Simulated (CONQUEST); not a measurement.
The system is NiO.

```
CELL_PARAMETERS angstrom
2.94991 0.00000 0.00000
0.00000 2.94991 0.00000
0.00000 0.00000 4.17180
ATOMIC_POSITIONS crystal
Ni 0.00000 0.00000 0.00000
Ni 0.50000 0.50000 0.50000
O 0.00000 0.00000 0.50000
O 0.50000 0.50000 0.00000
```

| Quantity | Value |
| --- | --- |
| Program | CONQUEST 1.3 |
| Task | single point |
| Functional | PBE |
| Potentials or basis | PseudoDojo NC PBE, DZP, grid cutoff 150 Ha |
| k mesh | 9 × 9 × 7 |
| Occupations | fermi-dirac, width 0.05 eV |
| Spin | collinear spin, ferromagnetic start |
| Starting moments | [1.0, 1.0, 0.0, 0.0] μB |

On this cell: pressure 1.4 GPa; largest force zero by symmetry; net moment 0.00 μB per cell; band gap on the k mesh none (metal or under the smearing width).

The same run follows on a disturbed copy (atoms moved at random, drawn with an rms of 0.05 Å):

```
Ni O
1.0
     2.94991    0.00000    0.00000
     0.00000    2.94991    0.00000
     0.00000    0.00000    4.17180
Ni O
2 2
Direct
  0.01097 0.00818 0.99145
  0.51097 0.50818 0.49145
  0.49415 0.50495 0.99810
  0.99415 0.00495 0.49810
```

What changes?

The energy (extrapolated to zero smearing) moves by +4.3 meV/atom; pressure 1.6 GPa; largest force 0.289 eV/Å; net moment 0.00 μB per cell; band gap on the k mesh none (metal or under the smearing width).

Forces on the atoms (eV/Å):
```
Ni  -0.248 -0.045  0.140
Ni  -0.248 -0.045  0.140
O    0.239  0.062 -0.116
O    0.239  0.062 -0.116
```

The forces don't sum to zero, so they hold noise of the program's grid.

Caveats: the box holds several primitive cells, so bands are folded and the points are those of the box's own zone; the basis of atomic orbitals isn't converged, which shifts pressures, moduli and gaps; semilocal functionals often make such compounds metallic where correlation or magnetic order opens a gap, which also shifts bond lengths.
